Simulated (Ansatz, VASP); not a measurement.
Ag in VASP and in Ansatz

The input POSCAR:

```
Ag
1.0
    2.9026858039      0.0000000000      0.0000000000
   -1.4513429020      2.5137996454      0.0000000000
    0.0000000000      0.0000000000      4.6701060820
Ag
2
Direct
    0.3333333333      0.6666666667      0.2500000000
    0.6666666667      0.3333333333      0.7500000000
```

INCAR.step1

```
SYSTEM = Ag
ALGO = Normal ; EDIFF = 1E-4
ENCUT = 520 ; GGA = PE
ISMEAR = -1 ; LASPH = .True.
LCHARG = .False. ; LREAL = .False.
LWAVE = .True. ; NBANDS = 18
NELM = 100 ; PREC = Accurate
SIGMA = 0.03
```

The input INCAR.step2:

```
SYSTEM = Ag
ALGO = Normal ; EDIFF = 1E-8
ENCUT = 520 ; ISIF = 2
ISMEAR = -1 ; ISTART = 1
LASPH = .True. ; LCHARG = .False.
LEFG = .True. ; LMIXTAU = .True.
LREAL = .False. ; LWAVE = .False.
METAGGA = R2SCAN ; NBANDS = 18
NELM = 100 ; PREC = Accurate
SIGMA = 0.03
```

Contents of KPOINTS:

```
k-points
0
Gamma
  13 13 7
  0 0 0
```

Input for Ansatz:

```yaml
crystal:
  lattice:
    - [2.9026858039, 0.0, 0.0]
    - [-1.451342902, 2.5137996454, 0.0]
    - [0.0, 0.0, 4.670106082]
  atoms:
    - { symbol: Ag, position: [0.3333333333, 0.6666666667, 0.25] }
    - { symbol: Ag, position: [0.6666666667, 0.3333333333, 0.75] }
kpoints:
  mp_grid: { grid: [13, 13, 7] }
scf:
  occupations: { method: fermi_dirac, width: 0.03 }
hamiltonian:
  xc: r2scan
  pseudopotentials: { kind: paw }
output:
  forces: true
  stress: true
  eigenvalues: true
  efg: { contact_densities: true }
```

Change from the starting cell: volume scaled by 0.98, PAW files.

Alike in both runs: task electric field gradients; functional r2SCAN; k mesh 13 × 13 × 7; occupations fermi-dirac, width 0.03 eV; no spin polarisation.

|  | VASP | Ansatz |
| --- | --- | --- |
| version | VASP 6.6.1 | Ansatz 0.2.0 |
| potentials or method | VASP PAW PBE potentials, release 64 (Ag) | PAW with Ansatz's default frozen-core files, scalar-relativistic |
| plane-wave cutoff (eV) | 520 | 500 |
| valence electrons in the cell | 22 | 38 |

```csv
,VASP,Ansatz,Ansatz less VASP
pressure (GPa),1.8,1.7,-0.16
largest component of the traceless stress (GPa),2.48,2.45,-0.027
Vzz of the field gradient on the site that differs most (V/Å²),-9.6,-8.6,+0.99
```

With one functional, cell and mesh, what is left measures potentials, basis and numerics. The two sets of potentials don't hold the same shells in valence. Ansatz warned: «gradients_without_spin_orbit».

Caveats: the PAW data sets were made with another functional, which shifts forces and pressure a little (VASP).
